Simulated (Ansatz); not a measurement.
Crystal: Ti.

```xyz
2
Lattice="2.9500 0.0000 0.0000 -1.4750 2.5548 0.0000 0.0000 0.0000 4.6800" Properties=species:S:1:pos:R:3 pbc="T T T"
Ti    1.4750    0.8516    3.5100
Ti    0.0000    1.7032    1.1700
```

Program: Ansatz 0.2.0. Alike in all runs: task band structure; potentials or basis Ansatz PAW; no spin polarisation; cell as given; k mesh 10 × 10 × 6; cutoff (eV) 420; smearing fermi-dirac 0.05 eV.

Task: Order these runs on this cell by their pressure, lowest first.
A. level PBEsol
B. level RPBE
C. level LDA

Result: C (-9.8 GPa), A (-5.7 GPa), B (1.7 GPa).

Caveats: the PAW data sets come from PBE, with cores solved anew for the run's functional, which leaves a small shift of forces and pressure.

Runs at the PBE level aren't shown here.
